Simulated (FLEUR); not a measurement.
## CdTe under changes of volume

One of the cells (32.922 Å³/atom); the others are scaled copies at fixed shape and fractional positions:

```
CELL_PARAMETERS angstrom
0.00000 3.20500 3.20500
3.20500 0.00000 3.20500
3.20500 3.20500 0.00000
ATOMIC_POSITIONS crystal
Te 0.75000 0.75000 0.75000
Cd 0.00000 0.00000 0.00000
```

```yaml
Program: FLEUR MaX-R8.1 (later development tree)
Functional: LDA (Perdew-Zunger)
Potentials_or_basis: all-electron
Basis: FLAPW
Kmax: 3.8 1/bohr
k_mesh: 7 × 7 × 7
Occupations: fermi-dirac, width 0.05 eV
Spin: no spin polarisation
```

```csv
volume (Å³/atom),energy over the lowest point (meV/atom),gap on the mesh (eV)
30.947,18.11,0.80
31.605,8.08,0.73
32.922,0.00,0.61
34.239,7.25,0.49
34.897,?,?
```

What does the run at 34.897 Å³/atom give?

Energy over the lowest point 16.12 meV/atom; gap on the mesh 0.43 eV.

Worked out: A Birch-Murnaghan fit of order 2 (a polynomial in V^(-2/3)) to the other rows has its minimum at 32.91 Å³/atom with B0 = V·E''(V) = 45 GPa. It gives 15.39 meV/atom at 34.897 Å³/atom, against the run's 16.12. A straight line through the other rows of the gap, of slope -3.04 eV per unit of ln V (its deformation potential), extrapolates to 0.43 eV, against the run's 0.43.

Energies are extrapolated to zero smearing.

Caveats: the plane-wave cutoff is short for the semicore states, which can make moduli rough; spin-orbit coupling is left out, which moves the levels of the heavy elements.
